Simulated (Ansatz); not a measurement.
# Ru (P6_3/mmc) in Ansatz: a series of runs

Runs on Ru. Level: PBE. Tasks: single point, equation of state.

Program: Ansatz 0.2.0. These are calculated values, not measurements. Logs are shortened: lines on timing, memory, paths and dates and some standing lists are left out, and cuts for length are marked.

## (1) The crystal as given

Symmetry: P6_3/mmc, No. 194, hexagonal system. Conventional cell: a = 2.706 Å, b = 2.706 Å, c = 4.282 Å, α = 90.00°, β = 90.00°, γ = 120.00°. Around Ru (site symmetry -6m2) lie 12 Ru at 2.65 to 2.71 Å.

## (2) Single point, PBE, 12.76 Å³/atom (volume scaled by 0.94)

input.yaml

```yaml
crystal:
  lattice:
    - [2.650564093, 0.0, 0.0]
    - [-1.3252820465, 2.2954558389, 0.0]
    - [0.0, 0.0, 4.1944897589]
  atoms:
    - { symbol: Ru, position: [0.6666666667, 0.3333333333, 0.75] }
    - { symbol: Ru, position: [0.3333333333, 0.6666666667, 0.25] }
hamiltonian:
  xc: pbe
  pseudopotentials: { kind: nc, source: spms }
kpoints:
  mp_grid: { grid: [11, 11, 6] }
scf:
  occupations: { method: fermi_dirac, width: 0.05 }
output:
  forces: true
  stress: true
  eigenvalues: true
  write_density: true
  write_potential: true
  elf: true
  volumetric_format: npy
```

Potentials or basis: SPMS NC.

The run is started by

```sh
$ ansatz run input.yaml --threads 2 --pin off --max-ram 5632MiB --backend cpu --events-out ev --progress --plain --runs-dir out
```

Output:

```text
Warning: RAYON_NUM_THREADS=2 ignored (pool sized by the plan → 2); use --threads N
Engine: ansatz 0.2.0, aarch64-unknown-linux-gnu
Pseudopotentials: kind: nc
Pseudopotential: Ru, nc, valence charge 16, recommended cutoff 653.073269903712 eV (normal), Ru.nc.azcp
Functional definition: PBE
  parameter kappa = 0.804
  parameter beta = 0.06672455060314922
  exchange = pbe_x(kappa = kappa, mu = beta*pi^2/3)
  correlation = pbe_c(beta = beta)
Crystal: 2 atoms, lattice volume = 25.520 Å³
Basis set: ecut = 653.073269903712 eV, 977 PW (Γ), exchange–correlation on 48×48×72 points (8 copies of the dense FFT grid, shifted against one another)
Bands: 20, of which v1, the nominal top of the filled ones, is band 16 counted from 1 (15 counted from 0)
Symmetry: 24 space group operations
Space group: P63/mmc (ITA 194), of the structure as read, at distance tolerance 2.9e-5 Å
k-points: 64 of 726
Non-local potential: Ru, projectors of the file, l = 0: 2, l = 1: 2, l = 2: 2
Initial density: superposition of atomic densities (chi_scale 0.1, normalization cell)
Initial wavefunctions: pseudopotential atomic-orbital guess
Functional: x = pbe(κ = 0.804, μ = 0.2195149727645171), c = pbe(β = 0.06672455060314922)
SCF iter   1: F=—  HF=-5488.889748 eV  |F-HF|=—  |Δ(HF+E_count)|=         —  Δρ=1.23e-1  dr2=3.06e0  ethr=3.10e-3  ⟨swp⟩=7.5  Hψ=6850  notcnv=0
preconditioner: auto → none  [metal: Δε(μ)=0.075 eV  Ē_g=6.627 eV  σ=0.050 eV  W_gap=0.35  n_scr=8 (ndim 8)  ℏωp=29.4 eV  f_vac=0.000  D(μ)=1.92/eV (n_scr^D=22)  sad-step TF]
SCF iter   2: F=—  HF=-5488.068888 eV  |F-HF|=—  |Δ(HF+E_count)|=   8.21e-1  Δρ=5.97e-2  dr2=6.86e-1  ethr=3.10e-3  ⟨swp⟩=2.6  Hψ=2773  notcnv=0  defer=4
SCF iter   3: F=—  HF=-5487.860070 eV  |F-HF|=—  |Δ(HF+E_count)|=   2.09e-1  Δρ=5.57e-3  dr2=2.57e-3  ethr=2.15e-3  ⟨swp⟩=2.0  Hψ=2037  notcnv=0  defer=4
SCF iter   4: F=—  HF=-5487.858221 eV  |F-HF|=—  |Δ(HF+E_count)|=   1.85e-3  Δρ=1.19e-3  dr2=1.19e-4  ethr=8.02e-6  ⟨swp⟩=2.5  Hψ=2669  notcnv=0  defer=4
SCF iter   5: F=—  HF=-5487.858207 eV  |F-HF|=—  |Δ(HF+E_count)|=   1.39e-5  Δρ=4.63e-4  dr2=3.15e-5  ethr=3.72e-7  ⟨swp⟩=2.1  Hψ=2335  notcnv=0  defer=4
SCF iter   6: F=—  HF=-5487.858191 eV  |F-HF|=—  |Δ(HF+E_count)|=   1.59e-5  Δρ=1.56e-4  dr2=3.23e-6  ethr=9.86e-8  ⟨swp⟩=2.8  Hψ=2387  notcnv=0  defer=4
SCF iter   7: F=—  HF=-5487.858190 eV  |F-HF|=—  |Δ(HF+E_count)|=   1.20e-6  Δρ=3.19e-5  dr2=1.15e-7  ethr=1.01e-8  ⟨swp⟩=2.1  Hψ=2093  notcnv=0  defer=4
SCF iter   8: F=-5487.858190 eV  HF=-5487.858190 eV  |F-HF|=1.64e-11  |Δ(HF+E_count)|=   5.40e-8  Δρ=6.64e-7  dr2=4.11e-11  ethr=3.13e-10  ⟨swp⟩=11.0  Hψ=10519  notcnv=0
SCF 1 converged in 8 iterations: F = -5487.858190 eV  dr2 = 4.11e-11
SCF converged after 8 iterations
Free energy (F): -5487.858190 eV
Harris-Foulkes:  -5487.858190 eV  (|F-HF|=1.64e-11)
Internal energy: -5487.842918 eV  (E = F + TS)
E sigma→0 (E₀):  -5487.850554 eV
Entropy (-TS):   -0.015271 eV (-7.636 meV/atom)
Fermi energy:    25.527588 eV
--- Per-component energies (eV) ---
  E_band       = -45.156011
  E_kinetic    = 1692.249575
  E_local      = -2839.786388  (includes V_loc(G=0)·N_el)
  E_nonlocal   = 401.087533
  E_hartree    = 734.712229
  E_xc         = -920.656141
  E_vxc        = -768.131002  (∫ρ·V_xc dr)
  E_ewald      = -4555.449726
  E_smearing   = -0.015271  (= −TS)
  E_closure    = 0.000000  (closes the sum)
  Σ components = -5487.858190   (vs F -5487.858190, Δ=0.00e0)
--- Forces (eV/Å), atoms counted from 1 ---
  atom   1  Ru     0.00000000     0.00000000     0.00000000
  atom   2  Ru     0.00000000    -0.00000000     0.00000000
  max |Σ_I F_I| component: 0.00e0 eV/Å
--- Stress (GPa, compression-positive) ---
       28.912573      -0.000000       0.000000
        0.000000      28.912573       0.000000
        0.000000       0.000000      30.446899
  P = ⅓ Tr σ = 29.4240 GPa (294.240 kbar)
--- Band table (eV; the first three rows and the last of 64) ---
  k-point 0: bands = ["-47.5724", "-47.3058", "-18.2634", "-17.1145", "-17.1145", "-16.9074", "-16.9074", "-16.8528", "17.2299", "18.8622", "22.7317", "22.7317", "22.9321", "23.4899", "23.4899", "24.0713", "24.0713", "26.9008", "26.9008", "26.9648"]
  k-point 1: bands = ["-47.5549", "-47.3240", "-18.1736", "-17.1008", "-17.1008", "-16.9525", "-16.9214", "-16.9214", "17.5571", "18.9796", "22.5671", "22.5671", "22.7696", "23.2968", "23.2968", "24.5035", "24.5035", "25.9775", "26.9135", "26.9135"]
  k-point 2: bands = ["-47.5068", "-47.3735", "-17.9250", "-17.2207", "-17.0632", "-17.0632", "-16.9596", "-16.9596", "18.4011", "19.2298", "22.4350", "22.4350", "22.4632", "22.8932", "22.8932", "24.0843", "25.3629", "25.3629", "26.7557", "26.7557"]
  k-point 63: bands = ["-47.2851", "-47.2851", "-17.9906", "-17.9906", "-17.6155", "-17.6155", "-17.0979", "-17.0979", "20.2585", "20.2585", "21.2339", "21.2339", "22.6487", "22.6487", "24.3866", "24.3866", "27.0137", "27.0137", "33.8928", "33.8928"]
```

Wall time 1.8 s (2 threads of Arm Neoverse V2, shared host); peak memory 0.29 GiB.

What came out:

```yaml
Free_energy: -5487.8582 eV
Pressure: 29.4 GPa
Band_gap_on_the_k_mesh: none (metal or under the smearing width)
```

## (3) Single point, PBE, 13.03 Å³/atom (volume scaled by 0.96)

Edit input.yaml of step 2 so:

```diff
@@ -2,5 +2,5 @@
   lattice:
-    - [2.650564093, 0.0, 0.0]
-    - [-1.3252820465, 2.2954558389, 0.0]
-    - [0.0, 0.0, 4.1944897589]
+    - [2.6692306523, 0.0, 0.0]
+    - [-1.3346153261, 2.3116215535, 0.0]
+    - [0.0, 0.0, 4.2240293924]
   atoms:
```

Potentials or basis: SPMS NC.

The run is started by

```sh
$ ansatz run input.yaml --threads 2 --pin off --max-ram 5632MiB --backend cpu --events-out ev --progress --plain --runs-dir out
```

Run time: 1.8 s. Hardware: 2 threads of Arm Neoverse V2, shared host; peak memory 0.29 GiB.

It converged, with:

* Free energy: -5487.9424 eV
* Pressure: 20.4 GPa
* Band gap on the k mesh: none (metal or under the smearing width)

## (4) Single point, PBE, 13.30 Å³/atom (volume scaled by 0.98)

Edit input.yaml of step 3 so:

```diff
@@ -2,5 +2,5 @@
   lattice:
-    - [2.6692306523, 0.0, 0.0]
-    - [-1.3346153261, 2.3116215535, 0.0]
-    - [0.0, 0.0, 4.2240293924]
+    - [2.6876397213, 0.0, 0.0]
+    - [-1.3438198606, 2.3275642749, 0.0]
+    - [0.0, 0.0, 4.2531615502]
   atoms:
@@ -19,5 +19 @@
   eigenvalues: true
-  write_density: true
-  write_potential: true
-  elf: true
-  volumetric_format: npy
```

The run is started by

```sh
$ ansatz run input.yaml --threads 2 --pin off --max-ram 5632MiB --backend cpu --events-out ev --progress --plain --runs-dir out
```

Run time: 1.2 s. Hardware: 2 threads of Arm Neoverse V2, shared host; peak memory 0.29 GiB.

The run converged. Its results:

```yaml
Free_energy: -5487.9978 eV
Pressure: 12.4 GPa
Band_gap_on_the_k_mesh: none (metal or under the smearing width)
```

## (5) Single point, PBE, 13.57 Å³/atom

Edit input.yaml of step 4 so:

```diff
@@ -2,5 +2,5 @@
   lattice:
-    - [2.6876397213, 0.0, 0.0]
-    - [-1.3438198606, 2.3275642749, 0.0]
-    - [0.0, 0.0, 4.2531615502]
+    - [2.7058, 0.0, 0.0]
+    - [-1.3529, 2.3432915376, 0.0]
+    - [0.0, 0.0, 4.2819]
   atoms:
@@ -19 +19,5 @@
   eigenvalues: true
+  write_density: true
+  write_potential: true
+  elf: true
+  volumetric_format: npy
```

The run is started by

```sh
$ ansatz run input.yaml --threads 2 --pin off --max-ram 5632MiB --backend cpu --events-out ev --progress --plain --runs-dir out
```

It took 1.7 s on 2 threads of Arm Neoverse V2, shared host; peak memory 0.29 GiB.

Results (log left out):

```yaml
Free_energy: -5488.0274 eV
Pressure: 5.2 GPa
Band_gap_on_the_k_mesh: none (metal or under the smearing width)
```

## (6) Single point, PBE, 13.85 Å³/atom (volume scaled by 1.02)

Edit input.yaml of step 5 so:

```diff
@@ -2,5 +2,5 @@
   lattice:
-    - [2.7058, 0.0, 0.0]
-    - [-1.3529, 2.3432915376, 0.0]
-    - [0.0, 0.0, 4.2819]
+    - [2.7237197275, 0.0, 0.0]
+    - [-1.3618598638, 2.3588104769, 0.0]
+    - [0.0, 0.0, 4.3102577801]
   atoms:
@@ -19,5 +19 @@
   eigenvalues: true
-  write_density: true
-  write_potential: true
-  elf: true
-  volumetric_format: npy
```

Potentials or basis: SPMS NC.

The run is started by

```sh
$ ansatz run input.yaml --threads 2 --pin off --max-ram 5632MiB --backend cpu --events-out ev --progress --plain --runs-dir out
```

Wall time 1.2 s (2 threads of Arm Neoverse V2, shared host); peak memory 0.29 GiB.

It converged, with:

```yaml
Free_energy: -5488.0341 eV
Pressure: -1.1 GPa
Band_gap_on_the_k_mesh: none (metal or under the smearing width)
```

## (7) Single point, PBE, 14.12 Å³/atom (volume scaled by 1.04)

Edit input.yaml of step 6 so:

```diff
@@ -2,5 +2,5 @@
   lattice:
-    - [2.7237197275, 0.0, 0.0]
-    - [-1.3618598638, 2.3588104769, 0.0]
-    - [0.0, 0.0, 4.3102577801]
+    - [2.7414067149, 0.0, 0.0]
+    - [-1.3707033574, 2.3741278572, 0.0]
+    - [0.0, 0.0, 4.3382472512]
   atoms:
```

The run is started by

```sh
$ ansatz run input.yaml --threads 2 --pin off --max-ram 5632MiB --backend cpu --events-out ev --progress --plain --runs-dir out
```

It took 1.3 s on 2 threads of Arm Neoverse V2, shared host; peak memory 0.29 GiB.

The run converged. Its results:

| Item | Value |
| --- | --- |
| Free energy | -5488.0204 eV |
| Pressure | -6.8 GPa |
| Band gap on the k mesh | none (metal or under the smearing width) |

## (8) Single point, PBE, 14.39 Å³/atom (volume scaled by 1.06)

Edit input.yaml of step 7 so:

```diff
@@ -2,5 +2,5 @@
   lattice:
-    - [2.7414067149, 0.0, 0.0]
-    - [-1.3707033574, 2.3741278572, 0.0]
-    - [0.0, 0.0, 4.3382472512]
+    - [2.7588683749, 0.0, 0.0]
+    - [-1.3794341875, 2.3892500984, 0.0]
+    - [0.0, 0.0, 4.3658801443]
   atoms:
@@ -19 +19,5 @@
   eigenvalues: true
+  write_density: true
+  write_potential: true
+  elf: true
+  volumetric_format: npy
```

The run is started by

```sh
$ ansatz run input.yaml --threads 2 --pin off --max-ram 5632MiB --backend cpu --events-out ev --progress --plain --runs-dir out
```

Run time: 1.8 s. Hardware: 2 threads of Arm Neoverse V2, shared host; peak memory 0.3 GiB.

Results (log left out):

* Free energy: -5487.9885 eV
* Pressure: -11.9 GPa
* Band gap on the k mesh: none (metal or under the smearing width)

## (9) Equation of state, PBE

Potentials or basis: SPMS NC.

No new run: the results of the series are fitted here.

What came out:

```
Equilibrium volume                        : 13.80 Å³/atom
Bulk modulus at fixed shape and positions : 313 GPa
Pressure derivative of the bulk modulus   : 4.8
```

Energy against volume, from the lowest point:
```tsv
volume (Å³/atom)	energy (meV/atom)
12.760	87.97
13.032	45.88
13.303	18.19
13.575	3.37
13.846	0.00
14.118	6.86
14.389	22.83
```

Caveat: the cell was scaled at fixed shape and fractional positions, which overstates the stiffness of a crystal with free parameters, most of all of layers and chains.
